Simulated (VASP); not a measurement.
# BAs (F-43m) in VASP: further runs, part 2 of 2

VASP 6.6.1. The steps go on from the part before.

**4. Single point, SCAN**

The input, INCAR:

```
ALGO     = Normal         # electronic algorithm
EDIFF    = 1E-7           # SCF threshold, eV
ENCUT    = 520            # plane-wave cutoff, eV
ISIF     = 2              # what is computed and relaxed
ISMEAR   = 0              # smearing method
LASPH    = T              # aspherical terms in the spheres
LCHARG   = T              # write CHGCAR
LELF     = T              # ELF
LMIXTAU  = T            
LREAL    = F              # projectors in reciprocal space
LVHAR    = T            
LWAVE    = F              # write WAVECAR
METAGGA  = SCAN           # meta-GGA
NBANDS   = 11             # bands
NELM     = 80             # most SCF steps
PREC     = Accurate       # precision mode
SIGMA    = 0.02           # smearing width, eV
```

The input, KPOINTS:

```
k-points
0
Gamma
  10 10 10
```

The input, POSCAR:

```
BAs
1.0
    0.0000000000      2.3889000000      2.3889000000
    2.3889000000      0.0000000000      2.3889000000
    2.3889000000      2.3889000000      0.0000000000
B As
1 1
Direct
    0.0000000000      0.0000000000      0.0000000000
    0.2500000000      0.2500000000      0.2500000000
```

Potentials or basis: VASP PAW PBE potentials, release 64 (B, As).

On the command line:

```console
$ cat potpaw_PBE.64/B/POTCAR potpaw_PBE.64/As/POTCAR > POTCAR
$ mpirun -np 1 vasp_std > vasp.out
```

OUTCAR:

```text
EDIFF = 1E-7
   ENCUT = 520
   ISIF = 2
   ISMEAR = 0
   LASPH = T
   LREAL = F
   METAGGA = SCAN
   NELM = 80
   PREC = Accurate

 ion  position               nearest neighbor table
   1  0.000  0.000  0.000-   2 2.07   2 2.07   2 2.07   2 2.07
   2  0.250  0.250  0.250-   1 2.07   1 2.07   1 2.07   1 2.07

  LATTYP: Found a face centered cubic cell.
 ALAT       =     4.7778000000

  Lattice vectors:

 A1 = (   0.0000000000,   2.3889000000,   2.3889000000)
 A2 = (   2.3889000000,   0.0000000000,   2.3889000000)
 A3 = (   2.3889000000,   2.3889000000,   0.0000000000)

Analysis of symmetry for initial positions (statically):
=====================================================================
 Subroutine PRICEL returns:
 Original cell was already a primitive cell.

 Routine SETGRP: Setting up the symmetry group for a
 face centered cubic supercell.

 Subroutine GETGRP returns: Found 24 space group operations
 (whereof 24 operations were pure point group operations)
 out of a pool of 48 trial point group operations.

The static configuration has the point symmetry T_d .

Analysis of symmetry for dynamics (positions and initial velocities):
=====================================================================
 Subroutine PRICEL returns:
 Original cell was already a primitive cell.

 Routine SETGRP: Setting up the symmetry group for a
 face centered cubic supercell.

 Subroutine GETGRP returns: Found 24 space group operations
 (whereof 24 operations were pure point group operations)
 out of a pool of 48 trial point group operations.

The dynamic configuration has the point symmetry T_d .

 Subroutine INISYM returns: Found 24 space group operations
 (whereof 24 operations are pure point group operations),
 and found     1 'primitive' translations

----------------------------------------------------------------------------------------

                                     Primitive cell

  volume of cell :      27.2662
[... 117 lines left out ...]
   IVDW    =     0    specifies the selected vdW correction
   LEPSILON=     F    determine dielectric tensor
   LRPA    =     F    only Hartree local field effects (RPA)
 non-spin polarized calculation
 Gauss-broadening in eV      SIGMA  =   0.02
  energy-cutoff  :      520.00
  volume of cell :       27.27
 maximum number of plane-waves:       754
 NGX is ok and might be reduce to    28
   NGX = 13   NGY = 13   NGZ = 13

 number of electron       8.0000000 magnetization

 Free energy of the ion-electron system (eV)
  ---------------------------------------------------
  ext. energy  EPLUGINS =         0.00000000
  ---------------------------------------------------
  free energy    TOTEN  =       -27.86588981 eV

  energy without entropy =      -27.86588981  energy(sigma->0) =      -27.86588981

 E-fermi :   6.0518     XC(G=0): -11.0796

 val. band max:        5.9417557877   @ k =   0.0000   0.0000   0.0000
 cond. band min:       7.3578673205   @ k =   0.4000   0.4000   0.0000
 fundamental gap:      1.4161115327
 Fermi energy:         6.0518368088

 k-point     1 :       0.0000    0.0000    0.0000
  band No.  band energies     occupation
      1     -10.0520      2.00000
      2       5.9413      2.00000
      3       5.9415      2.00000
      4       5.9418      2.00000
      5       9.5178      0.00000
      6       9.5182      0.00000
      7       9.5186      0.00000
      8      11.1028      0.00000
      9      16.1080      0.00000
     10      19.4800      0.00000
     11      19.4807      0.00000
[... 309 lines left out ...]
 k-point    24 :       0.4000    0.3000    0.0000
  band No.  band energies     occupation
      1      -7.2972      2.00000
      2      -0.7829      2.00000
      3       1.8502      2.00000
      4       2.3464      2.00000
      5       7.8955      0.00000
      6       9.6748      0.00000
      7      15.3570      0.00000
      8      15.6025      0.00000
      9      18.8127      0.00000
     10      22.5743      0.00000
     11      22.6284      0.00000

 [... further k-points ...]

------------------------ aborting loop because EDIFF is reached ----------------------------------------

  FORCE on cell =-STRESS in cart. coord.  units (eV):
  Direction    XX          YY          ZZ          XY          YZ          ZX
  --------------------------------------------------------------------------------------
  -------------------------------------------------------------------------------------
  Total        0.0160740      0.0160740      0.0160740     -0.0000000     -0.0000000      0.0000000
  in kB        0.9445174      0.9445174      0.9445174     -0.0000000     -0.0000000      0.0000000
  external PRESSURE =       0.9445174 kB  Pullay stress =       0.0000000 kB

 VOLUME and BASIS-vectors are now :
 -----------------------------------------------------------------------------
  energy-cutoff  :      520.00
  volume of cell :       27.27
      direct lattice vectors                 reciprocal lattice vectors
     0.000000000  2.388900000  2.388900000    -0.209301352  0.209301352  0.209301352
     2.388900000  0.000000000  2.388900000     0.209301352 -0.209301352  0.209301352
     2.388900000  2.388900000  0.000000000     0.209301352  0.209301352 -0.209301352

 POSITION                                       TOTAL-FORCE (eV/Angst)
 -----------------------------------------------------------------------------------
      0.00000      0.00000      0.00000         0.000000      0.000000      0.000000
      1.19445      1.19445      1.19445        -0.000000     -0.000000     -0.000000
 -----------------------------------------------------------------------------------
    total drift:                                0.000000      0.000000      0.000001

  FREE ENERGIE OF THE ION-ELECTRON SYSTEM (eV)
  ---------------------------------------------------
  free  energy   TOTEN  =       -27.8658898055 eV

  energy  without entropy=      -27.8658898055  energy(sigma->0) =      -27.86588981
```

OSZICAR:

```text
N       E                     dE             d eps       ncg     rms          rms(c)
DAV:   1    -0.372482124823E+01   -0.37248E+01   -0.38212E+03  1034   0.657E+02
DAV:   2    -0.287339712371E+02   -0.25009E+02   -0.23967E+02  1382   0.109E+02
[... 11 lines left out ...]
DAV:  14    -0.278658953351E+02   -0.14695E-03   -0.88273E-04  1034   0.361E-01    0.377E-03
DAV:  15    -0.278659010221E+02   -0.56870E-05   -0.63974E-06  1317   0.281E-02    0.363E-03
DAV:  16    -0.278658918442E+02    0.91780E-05   -0.22859E-06  1061   0.158E-02    0.216E-03
DAV:  17    -0.278658891844E+02    0.26597E-05   -0.38171E-05  1034   0.746E-02    0.655E-04
DAV:  18    -0.278658898749E+02   -0.69045E-06   -0.13656E-07  1236   0.391E-03    0.460E-04
DAV:  19    -0.278658898055E+02    0.69432E-07   -0.20741E-08   571   0.158E-03
   1 F= -.27865890E+02 E0= -.27865890E+02  d E =-.207310E-17
```

stdout:

```text
POSCAR found type information on POSCAR B As
 POSCAR found :  2 types and       2 ions
 scaLAPACK will be used
 -----------------------------------------------------------------------------
|                                                                             |
|                                                                             |
|     You enforced a specific xc type in the INCAR file but a different       |
|     I HOPE YOU KNOW WHAT YOU ARE DOING!                                     |
|                                                                             |
 -----------------------------------------------------------------------------

 LDA part: xc-table for (None), standard interpolation
 POSCAR, INCAR and KPOINTS ok, starting setup
 FFT: planning ... GRIDC
 FFT: planning ... GRID_SOFT
 FFT: planning ... GRID
 WAVECAR not read
 entering main loop
```

Wall time 2.9 min (1 thread of Intel Xeon Platinum 8175M at 2.50GHz (Skylake/Cascade Lake), shared host); peak memory 0.17 GiB.

Results:

| Property | Result |
| --- | --- |
| Free energy | -27.8659 eV |
| Pressure | 0.1 GPa |
| Band gap on the k mesh | 1.42 eV, indirect (least direct gap 3.58 eV) |

Levels at points of the mesh, in eV from the valence-band top:
```tsv
k point	band 1	band 2	band 3	band 4	band 5	band 6	band 7	band 8	band 9
(0.00, 0.00, 0.00)	-15.99	0.00	0.00	0.00	3.58	3.58	3.58	5.16	10.17
(0.50, 0.00, 0.00)	-13.01	-9.10	-1.88	-1.88	3.00	5.14	5.14	9.49	13.49
(0.50, 0.50, 0.00)	-11.61	-8.91	-4.21	-4.21	1.65	1.72	12.16	12.16	13.77
```

Caveat: the PAW data sets were made with another functional, which shifts forces and pressure a little.

**5. Single point, r2SCAN**

INCAR, as its differences from that of step 4:

```diff
@@ -12,3 +12,3 @@
 LWAVE    = F              # write WAVECAR
-METAGGA  = SCAN           # meta-GGA
+METAGGA  = R2SCAN         # meta-GGA
 NBANDS   = 11             # bands
```

KPOINTS is that of step 4.

POSCAR is that of step 4.

Potentials or basis: VASP PAW PBE potentials, release 64 (B, As).

On the command line:

```console
$ cat potpaw_PBE.64/B/POTCAR potpaw_PBE.64/As/POTCAR > POTCAR
$ mpirun -np 1 vasp_std > vasp.out
```

OUTCAR:

```text
EDIFF = 1E-7
   ENCUT = 520
   ISIF = 2
   ISMEAR = 0
   LASPH = T
   LREAL = F
   METAGGA = R2SCAN
   NELM = 80
   PREC = Accurate

 ion  position               nearest neighbor table
   1  0.000  0.000  0.000-   2 2.07   2 2.07   2 2.07   2 2.07
   2  0.250  0.250  0.250-   1 2.07   1 2.07   1 2.07   1 2.07

  LATTYP: Found a face centered cubic cell.
 ALAT       =     4.7778000000

  Lattice vectors:

 A1 = (   0.0000000000,   2.3889000000,   2.3889000000)
[... 524 lines left out ...]
------------------------ aborting loop because EDIFF is reached ----------------------------------------

  FORCE on cell =-STRESS in cart. coord.  units (eV):
  Direction    XX          YY          ZZ          XY          YZ          ZX
  --------------------------------------------------------------------------------------
  -------------------------------------------------------------------------------------
  Total        0.1349400      0.1349400      0.1349400     -0.0000000      0.0000000      0.0000000
  in kB        7.9291635      7.9291635      7.9291635     -0.0000000      0.0000000      0.0000000
  external PRESSURE =       7.9291635 kB  Pullay stress =       0.0000000 kB

 VOLUME and BASIS-vectors are now :
 -----------------------------------------------------------------------------
  energy-cutoff  :      520.00
  volume of cell :       27.27
      direct lattice vectors                 reciprocal lattice vectors
     0.000000000  2.388900000  2.388900000    -0.209301352  0.209301352  0.209301352
     2.388900000  0.000000000  2.388900000     0.209301352 -0.209301352  0.209301352
     2.388900000  2.388900000  0.000000000     0.209301352  0.209301352 -0.209301352

 POSITION                                       TOTAL-FORCE (eV/Angst)
 -----------------------------------------------------------------------------------
      0.00000      0.00000      0.00000         0.000000      0.000000      0.000000
      1.19445      1.19445      1.19445        -0.000000      0.000000     -0.000000
 -----------------------------------------------------------------------------------
    total drift:                               -0.000000     -0.000000     -0.000000

  FREE ENERGIE OF THE ION-ELECTRON SYSTEM (eV)
  ---------------------------------------------------
  free  energy   TOTEN  =       -22.2557410545 eV

  energy  without entropy=      -22.2557410545  energy(sigma->0) =      -22.25574105
```

Wall time 2.7 min (1 thread of Intel Xeon Platinum 8175M at 2.50GHz (Skylake/Cascade Lake), shared host); peak memory 0.17 GiB.

Results:

```yaml
Free_energy: -22.2557 eV
Pressure: 0.8 GPa
Band_gap_on_the_k_mesh: 1.37 eV, indirect (least direct gap 3.44 eV)
```

Caveat: the PAW data sets were made with another functional, which shifts forces and pressure a little. r2SCAN opens gaps a little over a GGA but as a rule still falls short of measured ones.

**6. Summary**

| level | gap on the mesh (eV) | pressure (GPa) |
| --- | --- | --- |
| PBE | 1.18 | 3.4 |
| PBEsol | 1.08 | 0.0 |
| SCAN | 1.42 | 0.1 |
| r2SCAN | 1.37 | 0.8 |

Alike in all rows: task single point; potentials or basis VASP PAW PBE potentials, release 64 (B, As); no spin polarisation; cell as given; k mesh 10 × 10 × 10; cutoff (eV) 520; smearing gaussian 0.02 eV.

On the cell as given the gap runs from 1.08 eV (PBEsol) to 1.42 eV (SCAN). The pressure there spans 0.0 GPa (PBEsol) to 3.4 GPa (PBE); a positive pressure means that this level wants a larger cell, a negative one a smaller.

Caveats: the PAW data sets were made with another functional, which shifts forces and pressure a little (some runs).

Total energies depend on the potentials used, so only differences within one code and one set of settings carry meaning.
